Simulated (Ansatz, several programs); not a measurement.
Zincblende KF, relaxed with PBE in Ansatz (plane waves, PAW): space group F-43m (No. 216), cubic; conventional cell a = 5.950 Å, 26.33 Å³ an atom. Around K lie 4 F at 2.58 Å; around F lie 4 K at 2.58 Å. The cell was then scaled with its shape and fractional coordinates held. Spin-unpolarised throughout. Whether this structure exists isn't addressed.

```tsv
V (Å³/atom)	E (meV/atom)
24.746	6.92
25.536	1.65
26.326	0.00
27.906	5.24
```

Q: Pass a cubic E = c₀ + c₁u + c₂u² + c₃u³, with u = V − 26.129 Å³, through these points.

A: c₀ = 0.10, c₁ = -1.025, c₂ = 2.551, c₃ = -0.1961 (meV and Å³).

Q: Where is the minimum, and what bulk modulus follows?

A: dE/du = 0 at u = +0.206, so V₀ = 26.33 Å³. B = V₀ d²E/dV² = 26.33 × (2c₂ + 6c₃u) = 26.33 × 4.861 = 128 meV/Å³, and 1 meV/Å³ is 0.16022 GPa: 21 GPa. A third-order Birch-Murnaghan fit to all five points gives 26.35 Å³ and 20 GPa.

Q: Predict the energy and the pressure at the withheld volume, 27.116 Å³.

A: With u = +0.987: E ≈ 1.38 meV and P = −dE/dV ≈ -0.55 GPa. The run gives 1.30 meV and, from its stress, -0.55 GPa.
